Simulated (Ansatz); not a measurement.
Crystal: Re.

```
CELL_PARAMETERS angstrom
2.76639 0.00000 0.00000
-1.38319 2.39576 0.00000
0.00000 0.00000 8.93885
ATOMIC_POSITIONS crystal
Re 0.66667 0.33333 0.75000
Re 0.00000 0.00000 0.50000
Re 0.33333 0.66667 0.25000
Re 0.00000 0.00000 0.00000
```

| Property | Result |
| --- | --- |
| Program | Ansatz 0.2.0 |
| Task | relaxation of cell and atoms |
| Functional | PBEsol |
| Potentials or basis | Ansatz PAW |
| Cutoff | 420 eV (not typed: the program's choice for these potentials) |
| k mesh | 8 × 8 × 3 |
| Occupations | fermi-dirac, width 0.05 eV |
| Spin | no spin polarisation |

At the start: volume 14.81 Å³/atom.

Task: Where does the relaxation end?

Result: It ends after 4 steps and the volume is 14.56 Å³/atom (-1.7 %); space group P6_3/mmc (No. 194, to 0.05 Å).

The path:
```csv
step,energy change (eV),largest force (eV/Å),volume (Å³)
1,0.0000,0.0000,59.24
2,-0.0216,0.0000,58.31
3,-0.0218,0.0000,58.23
4,-0.0209,0.0000,58.23
```

Final structure:
```
Re
1.0
     2.75262    0.00000    0.00000
    -1.37631    2.38384    0.00000
     0.00000    0.00000    8.87455
Re
4
Direct
  0.66667 0.33333 0.75000
  0.00000 0.00000 0.50000
  0.33333 0.66667 0.25000
  0.00000 0.00000 0.00000
```

Caveat: the plane-wave basis is chosen anew once the cell has moved, so the energies of steps on either side of that aren't comparable; the PAW data sets come from PBE, with cores solved anew for the run's functional, which leaves a small shift of forces and pressure.
